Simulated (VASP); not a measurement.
Here is a VASP 6.6.1 calculation.

File INCAR:

```
PREC = Accurate
ENCUT = 520
EDIFF = 1E-6
ISMEAR = 0
SIGMA = 0.05
LREAL = False
LASPH = True
NELM = 60
ALGO = Normal
ISIF = 2
LWAVE = False
LCHARG = False
LDIPOL = True
IDIPOL = 3
DIPOL = 0.5 0.5 0.500
GGA = PE
IVDW = 12
IBRION = 2
NSW = 90
EDIFFG = -0.03
```

KPOINTS

```
regular mesh
0
Gamma
  12 12 1
```

POSCAR

```
BN
1.0
    2.5061232935      0.0000000000      0.0000000000
   -1.2530616468      2.1703664372      0.0000000000
    0.0000000000      0.0000000000     30.1947137656
B N
5 5
Selective dynamics
Direct
    0.0000000000      0.0000000000      0.2815062287  F F F
    0.3333333333      0.6666666667      0.3907531144  F F F
    0.0000000000      0.0000000000      0.5000000000  T T T
    0.3333333333      0.6666666667      0.6092468856  T T T
    0.0000000000      0.0000000000      0.7184937713  T T T
    0.6666666667      0.3333333333      0.2815062287  F F F
    0.0000000000      0.0000000000      0.3907531144  F F F
    0.6666666667      0.3333333333      0.5000000000  T T T
    0.0000000000      0.0000000000      0.6092468856  T T T
    0.6666666667      0.3333333333      0.7184937713  T T T
```

Potentials or basis: VASP PAW PBE potentials, release 64 (B, N).

Command:

```console
$ cat potpaw_PBE.64/B/POTCAR potpaw_PBE.64/N/POTCAR > POTCAR
$ mpirun -np 1 vasp_std > vasp.out
```

(1) Predict the band gap on the k mesh.

(2) What does it give for the dispersion energy per atom?

Results:

(1) 4.35 eV, indirect (least direct gap 4.44 eV).

(2) -0.128 eV.

Caveat: the relaxation stopped at its first step, so nothing moved.
